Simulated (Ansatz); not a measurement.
The system is Ta.

```
Ta
1.0
     2.90037    0.00000    0.00000
    -1.45019    2.51180    0.00000
     0.00000    0.00000    5.16627
Ta
2
Direct
  0.33333 0.66667 0.25000
  0.66667 0.33333 0.75000
```

This isn't the form of Ta at room conditions, which is bcc.

- Program: Ansatz 0.2.0
- Task: relaxation of cell and atoms
- Functional: HSE06
- Potentials or basis: Ansatz PAW
- Cutoff: 420 eV (not typed: the program's choice for these potentials)
- k mesh: 6 × 6 × 3
- Occupations: fermi-dirac, width 0.05 eV
- Spin: no spin polarisation

At the start: volume 18.82 Å³/atom.

Task: Where does the relaxation end?

Result: It ends after 4 steps and the volume is 18.46 Å³/atom (-1.9 %); space group P6_3/mmc (No. 194, to 0.05 Å).

The path:
```tsv
step	energy change (eV)	largest force (eV/Å)	volume (Å³)
1	0.0000	0.0000	37.64
2	-0.0088	0.0000	36.99
3	-0.0089	0.0000	36.92
4	-0.0087	0.0000	36.92
```

Final structure:
```
CELL_PARAMETERS angstrom
2.88524 0.00000 0.00000
-1.44262 2.49869 0.00000
0.00000 0.00000 5.12095
ATOMIC_POSITIONS crystal
Ta 0.33333 0.66667 0.25000
Ta 0.66667 0.33333 0.75000
```

Caveat: the k mesh is coarse (spacing up to 0.42 Å⁻¹), so the values aren't converged, least of all with exact exchange; the plane-wave basis is chosen anew once the cell has moved, so the energies of steps on either side of that aren't comparable; the PAW data sets come from PBE, with cores solved anew for the run's functional, which leaves a small shift of forces and pressure.
